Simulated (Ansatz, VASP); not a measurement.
**One calculation of Ga, two programs**

Contents of INCAR:

```
PREC = Accurate
ENCUT = 520
EDIFF = 1E-8
ISMEAR = -1
SIGMA = 0.03
LREAL = False
LASPH = True
NELM = 100
ALGO = Normal
ISIF = 2
LWAVE = False
LCHARG = False
GGA = PE
LEFG = True
NBANDS = 12
```

File KPOINTS:

```
regular mesh
0
Gamma
  13 13 13
```

The input POSCAR:

```
Ga
1.0
   -1.6879774911      1.6879774911      1.6879774911
    1.6879774911     -1.6879774911      1.6879774911
    1.6879774911      1.6879774911     -1.6879774911
Ga
1
Direct
    0.0000000000      0.0000000000      0.0000000000
```

Input for Ansatz:

```yaml
crystal:
  lattice:
    - [-1.6879774911, 1.6879774911, 1.6879774911]
    - [1.6879774911, -1.6879774911, 1.6879774911]
    - [1.6879774911, 1.6879774911, -1.6879774911]
  atoms:
    - { symbol: Ga, position: [0.0, 0.0, 0.0] }
kpoints:
  mp_grid: { grid: [13, 13, 13] }
scf:
  occupations: { method: fermi_dirac, width: 0.03 }
hamiltonian:
  xc: pbe
  pseudopotentials: { kind: paw }
output:
  forces: true
  stress: true
  eigenvalues: true
  efg: { contact_densities: true }
```

Alike in both runs: task electric field gradients; functional PBE; k mesh 13 × 13 × 13; occupations fermi-dirac, width 0.03 eV; no spin polarisation.

|  | VASP | Ansatz |
| --- | --- | --- |
| version | VASP 6.6.1 | Ansatz 0.2.0 |
| potentials or method | VASP PAW PBE potentials, release 64 (Ga_d) | PAW with Ansatz's default frozen-core files, scalar-relativistic |
| plane-wave cutoff (eV) | 520 | 420 |
| valence electrons in the cell | 13 | 13 |

```csv
,VASP,Ansatz,Ansatz less VASP
pressure (GPa),-0.2,-0.2,-0.08
Vzz of the field gradient on the site that differs most (V/Å²),0.0,0.0,0.00
```

The functional is the same, so the differences come from potentials, cutoffs and numerics.
